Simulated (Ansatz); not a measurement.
Runs of Ansatz 0.2.0 on MnSb. Symmetry: P6_3/mmc, No. 194, hexagonal system. The conventional cell has a = 4.150 Å, b = 4.150 Å, c = 5.780 Å, α = 90.00°, β = 90.00°, γ = 120.00°. Sb (site symmetry -6m2) is surrounded by 6 Mn at 2.80 Å. Around Mn (site symmetry -3m) lie 6 Sb at 2.80 Å and 2 Mn at 2.89 Å. 

```tsv
task	level	spin	U	cell	k mesh	cutoff (eV)	points for each segment of the path	hubbard projectors	double counting	gap on the mesh (eV)	pressure (GPa)	moment (μB)	relaxed volume (Å³/atom)
band structure	r2SCAN	non-collinear, ferromagnetic start, SOC	-	as given	7 × 7 × 5	500	14	-	-	none	0.4	(a)	-
phonons	PBEsol	collinear, ferromagnetic start	-	as given	6 × 6 × 4	420	-	-	-	none	-	6.71	-
relaxation of cell and atoms	RPBE+D3(BJ)	collinear, ferromagnetic start	-	relaxed	7 × 7 × 5	420	-	-	-	-	0.0	3.95	15.66
relaxation of cell and atoms	LDA+U	collinear, ferromagnetic start	Mn d U = 4.5 eV	relaxed	7 × 7 × 5	420	-	ortho-atomic (the default)	fll (the default)	-	0.0	8.19	(b)
```

Alike in all rows: potentials or basis Ansatz PAW; smearing fermi-dirac 0.05 eV.

Problem. Estimate the missing entries.

Solution. (a) 7.48; (b) 22.30.

Caveats: the PAW data sets come from PBE, with cores solved anew for the run's functional, which leaves a small shift of forces and pressure; the magnetic or orbital state may not be the lowest (some runs); the plane-wave basis is chosen anew once the cell has moved, so the energies of steps on either side of that aren't comparable (some runs); the volume moved by over 15 % at a fixed basis, so the end points are rough (some runs); the volume moved by -27 % from the deposited cell, more than functionals usually miss (some runs); the U is typed as a test and isn't derived for this compound (some runs).

A k mesh can miss the band edges, and rows without SOC leave out spin-orbit coupling on Sb.

A gap of «none» marks a metal or a gap under the smearing width.

Runs at the PBE level aren't shown here.
